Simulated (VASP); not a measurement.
# Lu (P6_3/mmc) in VASP: a series of runs, part 2 of 2

VASP 6.6.1. The steps go on from the part before.

## (6) Single point, PBE

File INCAR:

```
SYSTEM = Lu
  PREC = Accurate
  ENCUT = 550
  EDIFF = 1E-6
  ISMEAR = 0
  SIGMA = 0.1
  LREAL = .False.
  LASPH = .True.
  NELM = 100
  ALGO = Normal
  ISIF = 2
  LWAVE = .False.
  LCHARG = .False.
  GGA = PE
  ADDGRID = .False.
```

File KPOINTS:

```
regular mesh
0
Gamma
  11 11 6
  0 0 0
```

File POSCAR:

```
Lu
1.0
    3.5031000000      0.0000000000      0.0000000000
   -1.7515500000      3.0337735920      0.0000000000
    0.0000000000      0.0000000000      5.5509000000
Lu
2
Direct
    0.6666666667      0.3333333333      0.7500000000
    0.3333333333      0.6666666667      0.2500000000
```

Potentials or basis: VASP PAW PBE potentials, release 64 (Lu_3), 4f in core.

Launch:

```
$ cat potpaw_PBE.64/Lu_3/POTCAR > POTCAR
$ mpirun -np 1 vasp_std > vasp.out
```

OUTCAR:

```text
SYSTEM = Lu
   PREC = Accurate
   ENCUT = 550
   EDIFF = 1E-6
   ISMEAR = 0
   LREAL = .False.
   LASPH = .True.
   NELM = 100
   ISIF = 2
   GGA = PE

 Found     64 irreducible k-points:

 Following reciprocal coordinates:
            Coordinates               Weight
  0.000000  0.000000  0.000000      1.000000
  0.090909  0.000000  0.000000      6.000000
  0.181818  0.000000  0.000000      6.000000
  0.272727 -0.000000  0.000000      6.000000
  0.363636  0.000000  0.000000      6.000000
  0.454545  0.000000  0.000000      6.000000
   k-points           NKPTS =     64   k-points in BZ     NKDIM =     64   number of bands    NBANDS=     13
   number of dos      NEDOS =    301   number of ions     NIONS =      2
   total plane-waves  NPLWV =  32928
   dimension x,y,z NGX =    28 NGY =   28 NGZ =   42
   dimension x,y,z NGXF=    56 NGYF=   56 NGZF=   84
   ions per type =               2
   NGX,Y,Z   is equivalent  to a cutoff of  13.29, 13.29, 12.58 a.u.
   NGXF,Y,Z  is equivalent  to a cutoff of  26.58, 26.58, 25.16 a.u.
 SYSTEM =  Lu
   PREC   = accura    normal or accurate (medium, high low for compatibility)
   ISTART =      0    job   : 0-new  1-cont  2-samecut
   ICHARG =      2    charge: 1-file 2-atom 10-const
   ISPIN  =      1    spin polarized calculation?
   LNONCOLLINEAR =      F non collinear calculations
   LSORBIT =      F    spin-orbit coupling
   LASPH  =      T    aspherical Exc in radial PAW
   ENCUT  =  550.0 eV  40.42 Ry    6.36 a.u.   6.70  6.70 10.61*2*pi/ulx,y,z
   NELM   =    100;   NELMIN=  2; NELMDL= -5     # of ELM steps
   EDIFF  = 0.1E-05   stopping-criterion for ELM
   LREAL  =      F    real-space projection
   EDIFFG = 0.1E-04   stopping-criterion for IOM
   NSW    =      0    number of steps for IOM
   IBRION =     -1    ionic relax: 0-MD 1-quasi-New 2-CG
   NFREE  =      0    steps in history (QN), initial steepest desc. (CG)
   ISIF   =      2    stress and relaxation
   ISYM   =      2    0-nonsym 1-usesym 2-fastsym
   POTIM  = 0.5000    time-step for ionic-motion
   TEBEG  =    0.0;   TEEND  =   0.0 temperature during run
   PSTRESS=    0.0 pullay stress
   NELECT =      18.0000    total number of electrons
   NUPDOWN=      -1.0000    fix difference up-down
   EMIN   =  10.00;   EMAX   =-10.00  energy-range for DOS
   EFERMI =   0.00;   METHOD = LEGACY
   ISMEAR =     0;   SIGMA  =   0.10  broadening in eV -4-tet -1-fermi 0-gaus
   EFERMI_NEDOS =   21; number of points for ismear=-14 and -15
   IALGO  =     38    algorithm
   IMIX   =      4    mixing-type and parameters
     AMIX     =   0.40;   BMIX     =  1.00
     AMIX_MAG =   1.60;   BMIX_MAG =  1.00
  volume/ion in A,a.u.               =      29.50       199.05
  Fermi-wavevector in a.u.,A,eV,Ry     =   1.102130  2.082723 16.526853  1.214689
  Thomas-Fermi vector in A             =   2.238568
   LORBIT       =      0    0 simple, 1 ext, 2 COOP (PROOUT), +10 PAW based schemes
   GGA     = PE    functional components
   LHFCALC =     F    Hartree Fock is set to
   AEXX    =    0.0000 exact exchange contribution
   IVDW    =     0    specifies the selected vdW correction
   LEPSILON=     F    determine dielectric tensor
   LRPA    =     F    only Hartree local field effects (RPA)
 non-spin polarized calculation
 Gauss-broadening in eV      SIGMA  =   0.10
  energy-cutoff  :      550.00
  volume of cell :       58.99
 maximum number of plane-waves:      1749
 NGX is ok and might be reduce to    28
   NGX = 13   NGY = 13   NGZ = 21

 number of electron      18.0000000 magnetization

 Free energy of the ion-electron system (eV)
  ---------------------------------------------------
  ext. energy  EPLUGINS =         0.00000000
  ---------------------------------------------------
  free energy    TOTEN  =        -8.91530276 eV

  energy without entropy =       -8.90000932  energy(sigma->0) =       -8.90765604

 E-fermi :   2.7789     XC(G=0):  -9.9080

 val. band max:        2.7661631018   @ k =   0.3636   0.0000   0.0000
 cond. band min:       2.8160031510   @ k =   0.3636   0.1818   0.3333
 fundamental gap:      0.0498400492
 Fermi energy:         2.7788645232

 k-point     1 :       0.0000    0.0000    0.0000
  band No.  band energies     occupation
      1     -24.2688      2.00000
      2     -23.8602      2.00000
      3     -23.8602      2.00000
      4     -23.7842      2.00000
      5     -23.7842      2.00000
      6     -23.7579      2.00000
      7      -3.2477      2.00000
      8       0.3402      2.00000
      9       3.3275      0.00000
     10       4.9921      0.00000
     11       4.9925      0.00000
     12       5.2786      0.00000
     13       5.6925      0.00000

 k-point     2 :       0.0909    0.0000    0.0000
  band No.  band energies     occupation
      1     -24.2561      2.00000
      2     -23.8865      2.00000
      3     -23.8690      2.00000
      4     -23.8119      2.00000
      5     -23.7880      2.00000
      6     -23.7637      2.00000
      7      -3.0510      2.00000
      8       0.5420      2.00000
      9       3.1936      0.00000
     10       4.5002      0.00000
     11       5.1819      0.00000
     12       5.4182      0.00000
     13       5.7885      0.00000

 k-point     3 :       0.1818    0.0000    0.0000
  band No.  band energies     occupation
      1     -24.2202      2.00000
      2     -23.9571      2.00000
      3     -23.8920      2.00000
      4     -23.8845      2.00000
      5     -23.7987      2.00000
      6     -23.7812      2.00000
      7      -2.4862      2.00000
      8       1.0873      2.00000
      9       2.8621      0.23941
     10       3.7839      0.00000
     11       4.8403      0.00000
     12       5.4407      0.00000
     13       5.7175      0.00000

 k-point     4 :       0.2727   -0.0000    0.0000
  band No.  band energies     occupation
      1     -24.1671      2.00000
      2     -24.0502      2.00000
      3     -23.9759      2.00000
      4     -23.9208      2.00000
      5     -23.8137      2.00000
      6     -23.8099      2.00000
      7      -1.6312      2.00000
      8       1.7030      2.00000
      9       2.4729      1.99998
     10       3.1621      0.00000
     11       4.4066      0.00000
     12       4.9058      0.00000
     13       5.2363      0.00000

 k-point     5 :       0.3636    0.0000    0.0000
  band No.  band energies     occupation
      1     -24.1359      2.00000
      2     -24.1074      2.00000
      3     -24.0565      2.00000
      4     -23.9464      2.00000
      5     -23.8472      2.00000
      6     -23.8282      2.00000
      7      -0.6271      2.00000
      8       1.8149      2.00000
      9       2.1477      2.00000
     10       2.7662      1.14255
     11       4.5257      0.00000
     12       4.5902      0.00000
     13       4.9112      0.00000

 k-point     6 :       0.4545    0.0000    0.0000
  band No.  band energies     occupation
      1     -24.1868      2.00000
      2     -24.1031      2.00000
      3     -24.0603      2.00000
      4     -23.9613      2.00000
      5     -23.8810      2.00000
      6     -23.8370      2.00000
      7       0.2589      2.00000
      8       1.4967      2.00000
      9       1.9657      2.00000
     10       2.5038      1.99990
     11       4.3301      0.00000
     12       4.7392      0.00000
     13       5.0346      0.00000

 [... further k-points ...]

------------------------ aborting loop because EDIFF is reached ----------------------------------------

  FORCE on cell =-STRESS in cart. coord.  units (eV):
  Direction    XX          YY          ZZ          XY          YZ          ZX
  --------------------------------------------------------------------------------------
  -------------------------------------------------------------------------------------
  Total        0.0982319      0.0982319     -0.3560589      0.0000000     -0.0000000      0.0000000
  in kB        2.6678672      2.6678672     -9.6701515      0.0000000     -0.0000000      0.0000000
  external PRESSURE =      -1.4448057 kB  Pullay stress =       0.0000000 kB

 VOLUME and BASIS-vectors are now :
 -----------------------------------------------------------------------------
  energy-cutoff  :      550.00
  volume of cell :       58.99
      direct lattice vectors                 reciprocal lattice vectors
     3.503100000  0.000000000  0.000000000     0.285461448  0.164811244  0.000000000
    -1.751550000  3.033773592  0.000000000     0.000000000  0.329622488  0.000000000
     0.000000000  0.000000000  5.550900000     0.000000000  0.000000000  0.180150967

 POSITION                                       TOTAL-FORCE (eV/Angst)
 -----------------------------------------------------------------------------------
      1.75155      1.01126      4.16318        -0.000000      0.000000      0.000000
     -0.00000      2.02252      1.38773         0.000000      0.000000      0.000000
 -----------------------------------------------------------------------------------
    total drift:                               -0.000000      0.000000     -0.000000

  FREE ENERGIE OF THE ION-ELECTRON SYSTEM (eV)
  ---------------------------------------------------
  free  energy   TOTEN  =        -8.9153027585 eV

  energy  without entropy=       -8.9000093225  energy(sigma->0) =       -8.90765604
```

Run time: 22 s. Hardware: 1 thread of Intel Xeon 6975P-C (Granite Rapids), shared host; peak memory 0.2 GiB.

These settings aren't checked as converged: the numbers below hold their error.

What came out:

```
Free energy            : -8.9153 eV
Pressure               : -0.1 GPa
Band gap on the k mesh : none (metal or under the smearing width)
```

## (7) For comparison

An earlier run on the cell as given: functional PBE; potentials or basis VASP PAW PBE potentials, release 64 (Lu); cutoff 520 eV; k mesh 9 × 9 × 5; occupations fermi-dirac, width 0.05 eV; no spin polarisation.

* Pressure: -0.4 GPa
* Band gap on the k mesh: none (metal or under the smearing width)
